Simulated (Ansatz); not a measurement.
**Compressing Bi: a fit and a missing row**

Bi, Im-3m, a = 3.914 Å. This isn't the element's structure at ambient conditions. Ansatz: PBEsol, PAW, 420 eV, Γ-centred 16×16×16 mesh on 1 atom, Gaussian smearing 0.10 eV; no spin polarisation. Symmetry fixes shape and atoms, so the cell is only scaled; pressure is positive in compression.

| V (Å³/atom) | P (GPa) |
| --- | --- |
| 28.174 | ? |
| 29.073 | 1.90 |
| 29.972 | -0.04 |
| 30.871 | -1.64 |
| 31.770 | -2.98 |

Question: Take V0 = 29.972 Å³/atom, count pressures from its P0 = -0.04 GPa, fit the third-order Birch–Murnaghan form to the other rows, and predict the missing pressure.

Answer: With the Eulerian strain f = ½[(V0/V)^(2/3) − 1] and y = (P − P0)/[3f(1 + 2f)^(5/2)], the form is the line y = B0 + 1.5 B0 (B0′ − 4) f. Rows (f, y): 0.01025, 60.0; -0.00975, 57.5; -0.01905, 56.7. Means f = -0.006183, y = 58.067; Σ(Δf)² = 0.0004483, ΣΔfΔy = 0.05138; the slope is their ratio. y = 58.78 + 114.6 f GPa, so B0 = 58.8 GPa and B0′ = 4 + 2 × (114.6)/(3 × 58.78) = 5.30. At V = 28.174, f = 0.02105, y = 61.19 and P = 4.24 GPa. The run gave 4.24 GPa, the same to the digits shown. The form still works here, 33 % of the fitted range beyond its end.

Spin–orbit coupling is left out, which can shift energies with elements as heavy as these.